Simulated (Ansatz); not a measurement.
**CdO (Monteponite) under changes of volume**

One of the cells (12.970 Å³/atom); the others are scaled copies at fixed shape and fractional positions:

```xyz
2
Lattice="0.0000 2.3495 2.3495 2.3495 0.0000 2.3495 2.3495 2.3495 0.0000" Properties=species:S:1:pos:R:3 pbc="T T T"
Cd    0.0000    0.0000    0.0000
O     2.3495    2.3495    2.3495
```

* Program: Ansatz 0.2.0
* Functional: revPBE0
* Potentials or basis: Ansatz PAW
* Cutoff: 420 eV (not typed: the program's choice for these potentials)
* k mesh: 5 × 5 × 5
* Occupations: fermi-dirac, width 0.05 eV
* Spin: no spin polarisation

```tsv
volume (Å³/atom)	energy over the lowest point (meV/atom)	pressure (GPa)	gap on the mesh (eV)
12.191	?	?	?
12.451	23.00	9.9	1.92
12.710	10.17	6.3	1.86
12.970	2.61	3.1	1.79
13.229	0.00	0.2	1.73
13.488	1.78	-2.4	1.66
13.748	7.73	-4.7	1.60
```

Task: What does the run at 12.191 Å³/atom give?

Result: Energy over the lowest point 42.46 meV/atom; pressure 13.9 GPa; gap on the mesh 1.99 eV.

Worked out: A Birch-Murnaghan fit of order 3 (a polynomial in V^(-2/3)) to the other rows has its minimum at 13.25 Å³/atom with B0 = V·E''(V) = 140 GPa and B' = 3.4. It gives 41.71 meV/atom at 12.191 Å³/atom, against the run's 42.46, and -dE/dV = 13.4 GPa, against 13.9. A straight line through the other rows of the gap, of slope -3.26 eV per unit of ln V, extrapolates to 1.99 eV, against the run's 1.99.

Energies are extrapolated to zero smearing.

Caveats: all runs use coarse meshes; odd divisions of the mesh miss points on the zone boundary, where band edges often lie, so the gap on the mesh can be too wide; the PAW data sets come from PBE, with cores solved anew for the run's functional, which leaves a small shift of forces and pressure; the thresholds are loose for stress.

A mesh can miss the band edges. Spin-orbit coupling on Cd is left out.
